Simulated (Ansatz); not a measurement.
Sensitivity of the gradients in HfO2 to the input

Cell: a computed structure from the Materials Project (it need not be an observed phase), atoms as given.

```cif
data_HfO2
_symmetry_space_group_name_H-M 'P2_1/c'
_symmetry_Int_Tables_number 14
_cell_length_a 5.0942
_cell_length_b 5.1506
_cell_length_c 5.2762
_cell_angle_alpha 90.000
_cell_angle_beta 99.559
_cell_angle_gamma 90.000
loop_
_atom_site_label
_atom_site_type_symbol
_atom_site_symmetry_multiplicity
_atom_site_Wyckoff_symbol
_atom_site_fract_x
_atom_site_fract_y
_atom_site_fract_z
Hf Hf 4 e 0.2761 0.4581 0.7079
O5 O 4 e 0.4480 0.7425 0.9786
O9 O 4 e 0.0684 0.3308 0.3463
```

One atom of each set is listed.

Reference run. All values are calculated (Ansatz; DFT, PBE, plane waves and PAW (field gradients read without the response of the frozen cores, which leaves them typically 4 to 6 % off), scalar-relativistic, 420 eV cutoff, Γ-centred 4×4×4 k-points, Fermi–Dirac smearing 0.02 eV), not measured.

(1) The input is changed as follows: `hamiltonian.pseudopotentials`: {kind: paw, frozen_core: stored} → {kind: paw, source: jth}. What happens to V_zz (10²¹ V/m²) and η?

## Answers

(1) 

| site | V_zz reference | η reference | V_zz changed | η changed |
| --- | --- | --- | --- | --- |
| Hf | 11.53 | 0.13 | 11.92 | 0.12 |
| O5 | 1.11 | 0.74 | 1.09 | 0.67 |
| O9 | 1.20 | 0.83 | 1.01 | 0.80 |

The largest change of V_zz is on Hf, from 11.53 to 11.92. In per cent, |V_zz| changes by +3 on Hf, -16 to -2 on O (all sites that start above 0.5). The cutoff that the program takes moves with it, from 420 to 1380 eV. The changed run reads another set of PAW files, with 96 valence electrons a neutral cell instead of 152. SCF iterations: 7 and 9. New warnings: radial quadrature taken.

On the reference run: At this cell the PBE pressure is 9 GPa, so with PBE the cell would grow if it were relaxed. The entry's cell may itself be off. Without spin–orbit coupling the gradients at and beside Hf can be off by some per cent, at some sites by more.
